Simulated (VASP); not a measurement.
TaN:

```
Ta N
1.0
     3.04800    0.00000    0.00000
    -1.52400    2.63965    0.00000
     0.00000    0.00000    4.91800
Ta N
2 2
Direct
  0.00000 0.00000 0.00000
  0.00000 0.00000 0.50000
  0.33333 0.66667 0.25000
  0.66667 0.33333 0.75000
```

Base run:

```yaml
Program: VASP 6.6.1
Functional: LDA
Potentials_or_basis: VASP PAW LDA potentials, release 64 (Ta_pv, N)
Cutoff: 520 eV
k_mesh: 7 × 7 × 4
Occupations: gaussian, width 0.05 eV
Spin: collinear spin, ferromagnetic start
Starting_moments: "[0.5, 0.5, 0.0, 0.0] μB"
Hubbard_terms: Ta d U = 6 eV
```

Its results: pressure 65.8 GPa.

**Question.** The run is repeated on the same cell with these changes: further incar settings from ALGO = Fast; EDIFF = 1e-06 to ALGO = Normal; EDIFF = 1e-06; fixed moment from none to 4 μB. What comes out?

**Answer.** Pressure 88.1 GPa; site moments Ta +1.51; N +0.10 μB.

Caveats: a pressure of tens of GPa on the cell as given is suspect, and the run, the potentials or the cell itself is likely at fault; the moment is held away from its start (some runs); the total moment is fixed, so each spin has its own Fermi level (some runs).
